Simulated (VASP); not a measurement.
BN: single point with PBE+D3(BJ)

Crystal: BN.

```
B N
1.0
     2.50644    0.00000    0.00000
    -1.25322    2.17064    0.00000
     0.00000    0.00000    6.61685
B N
2 2
Direct
  0.33333 0.66667 0.25000
  0.66667 0.33333 0.75000
  0.33333 0.66667 0.75000
  0.66667 0.33333 0.25000
```

| Item | Value |
| --- | --- |
| Program | VASP 6.6.1 |
| Task | single point |
| Functional | PBE |
| Dispersion | D3(BJ) |
| Potentials or basis | VASP PAW PBE potentials, release 64 (B, N) |
| Cutoff | 520 eV |
| k mesh | 12 × 12 × 4 |
| Occupations | gaussian, width 0.02 eV |
| Spin | no spin polarisation |

```json
{
 "Pressure": "0.1 GPa",
 "Band gap on the k mesh": "4.27 eV, indirect (least direct gap 4.63 eV)",
 "Dispersion energy per atom": "-0.141 eV"
}
```

Stress tensor (GPa, compression positive):
```
 0.18  0.00  0.00
 0.00  0.18  0.00
 0.00  0.00 -0.14
```

Levels at points of the mesh, in eV from the valence-band top:
| k point | band 6 | band 7 | band 8 | band 9 | band 10 | band 11 |
| --- | --- | --- | --- | --- | --- | --- |
| (0.00, 0.00, 0.00) | -1.33 | -1.29 | -1.29 | 5.28 | 10.35 | 11.52 |
| (0.50, 0.00, 0.00) | -4.07 | -1.45 | -0.42 | 4.27 | 5.66 | 9.51 |
| (0.00, 0.00, 0.50) | -1.31 | -1.31 | -1.31 | 7.67 | 7.67 | 11.59 |
| (0.50, 0.00, 0.50) | -4.10 | -0.91 | -0.91 | 4.73 | 4.73 | 9.89 |

Run time: 21 s on 1 thread of Intel(R) Xeon(R) Platinum 8488C (Sapphire Rapids) (shared host), peak memory 0.17 GiB.

A k mesh can miss the band edges.
